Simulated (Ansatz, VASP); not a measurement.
One calculation of CdTe, two programs

```
Cd Te
1.0
     0.00000    3.28211    3.28211
     3.28211    0.00000    3.28211
     3.28211    3.28211    0.00000
Cd Te
1 1
Direct
  0.00000 0.00000 0.00000
  0.25000 0.25000 0.25000
```

The cell was built by a generator and isn't the measured one.

Alike in both runs: task relaxation of cell and atoms; functional PBEsol; k mesh 10 × 10 × 10; occupations gaussian, width 0.02 eV; no spin polarisation.

|  | VASP | Ansatz |
| --- | --- | --- |
| version | VASP 6.6.1 | Ansatz 0.2.0 |
| potentials or method | VASP PAW PBE potentials, release 64 (Cd, Te) | scalar-relativistic, plane waves, PAW |
| plane-wave cutoff (eV) | 600 | 420 |
| valence electrons in the cell | 18 | 36 |

|  | VASP | Ansatz | Ansatz less VASP |
| --- | --- | --- | --- |
| gap on the k mesh at the Fermi level, each at its own relaxed structure (eV) | 0.64 | 0.65 | +0.006 |
| relaxed volume (Å³/atom) | 34.26 | 34.16 | -0.099 |
| relaxed cell length with the largest relative difference (Å) | 4.593 | 4.589 | -0.0044 |
| energy change over the relaxation (meV/atom) | -4 | -5 | -0.8 |

The two sets of potentials don't hold the same shells in valence.

Caveats: the PAW data sets were made with another functional, which shifts forces and pressure a little (VASP); spin-orbit coupling is left out, which moves the levels of the heavy elements. As with any semilocal functional, this PBEsol gap is likely too small.
